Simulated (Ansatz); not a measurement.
P:

```
P
1.0
     1.64774   -5.46504    0.00000
     1.64774    5.46504    0.00000
     0.00000    0.00000    4.54364
P
4
Direct
  0.90414 0.09586 0.58882
  0.09586 0.90414 0.41118
  0.59586 0.40414 0.08882
  0.40414 0.59586 0.91118
```

* Program: Ansatz 0.2.0
* Task: relaxation of cell and atoms
* Functional: PBE
* Potentials or basis: SPMS NC
* Cutoff: 463 eV (not typed: the program's choice for these potentials)
* k mesh: 8 × 8 × 6
* Occupations: fermi-dirac, width 0.05 eV
* Spin: no spin polarisation

At the start: volume 20.46 Å³/atom.

Q: Where does the relaxation end?

A: It ends after 6 steps and the volume is 21.24 Å³/atom (+3.8 %); space group Cmce (No. 64, to 0.05 Å).

The path:
```csv
step,energy change (eV),largest force (eV/Å),volume (Å³)
1,0.0000,0.3540,81.83
2,-0.0154,0.1134,83.34
3,-0.0184,0.0369,85.16
4,-0.0192,0.0054,84.92
5,-0.0192,0.0038,84.96
6,-0.0210,0.0033,84.96
```

Final structure:
```yaml
crystal:
  lattice:
    - [1.65617, -5.62750, 0.00000]
    - [1.65617, 5.62750, 0.00000]
    - [0.00000, 0.00000, 4.55768]
  atoms:
    - { symbol: P, position: [0.90565, 0.09435, 0.58618] }
    - { symbol: P, position: [0.09435, 0.90565, 0.41382] }
    - { symbol: P, position: [0.59435, 0.40565, 0.08618] }
    - { symbol: P, position: [0.40565, 0.59435, 0.91382] }
```

Caveat: the plane-wave basis is chosen anew once the cell has moved, so the energies of steps on either side of that aren't comparable.
